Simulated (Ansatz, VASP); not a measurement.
# One calculation of KBr, two programs

The input INCAR:

```
SYSTEM = KBr
  PREC = Accurate
  ENCUT = 520
  EDIFF = 1E-6
  ISMEAR = 0
  SIGMA = 0.01
  LREAL = .False.
  LASPH = .True.
  NELM = 80
  ALGO = Normal
  ISIF = 2
  LWAVE = .False.
  LCHARG = .True.
  GGA = CA
  LELF = .True.
  LVHAR = .True.
  NBANDS = 15
```

Contents of KPOINTS:

```
regular mesh
0
Gamma
  6 6 6
  0 0 0
```

Contents of POSCAR:

```
KBr
1.0
    0.0000000000      3.1875533123      3.1716155458
    3.1875533123      0.0000000000      3.1716155458
    3.1875533123      3.1875533123      0.0000000000
K Br
1 1
Direct
    0.0000000000      0.0000000000      0.0000000000
    0.5000000000      0.5000000000      0.5000000000
```

Input for Ansatz:

```yaml
crystal:
  lattice:
    - [0.0, 3.18755331232, 3.17161554576]
    - [3.18755331232, 0.0, 3.17161554576]
    - [3.18755331232, 3.18755331232, 0.0]
  atoms:
    - { symbol: K, position: [0.0, 0.0, 0.0] }
    - { symbol: Br, position: [0.5, 0.5, 0.5] }
kpoints:
  mp_grid: { grid: [6, 6, 6] }
scf:
  occupations: { method: fixed }
  convergence: { dr2_threshold: 1.0e-10 }
hamiltonian:
  xc: lda
  pseudopotentials: { kind: all_electron, lapw: { basis_error: 0.0005 } }
output:
  forces: true
  stress: true
  eigenstates:
    kpoints:
      - [0.0, 0.0, 0.0]
      - [-0.5, 0.0, -0.5]
      - [0.0, -0.5, -0.5]
      - [-0.5, -0.5, 0.0]
      - [-0.5, 0.0, 0.0]
      - [0.0, -0.5, 0.0]
      - [0.0, 0.0, -0.5]
      - [-0.5, -0.5, -0.5]
  eigenvalues: true
```

Change from the starting cell: z stretched by -0.5 %, x and y held.

Alike in both runs: task single point; functional LDA; k mesh 6 × 6 × 6; no spin polarisation.

```csv
,VASP,Ansatz
version,VASP 6.6.1,Ansatz 0.2.0
potentials or method,"VASP PAW LDA potentials, release 64 (K_sv, Br)","all-electron LAPW, scalar-relativistic"
plane-wave cutoff (eV),520,see its input
occupations,"gaussian, width 0.01 eV",fixed
```

```csv
,VASP,Ansatz,Ansatz less VASP
gap on the k mesh at the Fermi level (eV),4.34,4.33,-0.008
pressure (GPa),0.2,0.1,-0.10
largest component of the traceless stress (GPa),0.16,0.15,-0.004
```

Ansatz ran all-electron here, so the differences hold the error of VASP's frozen core and of both bases.
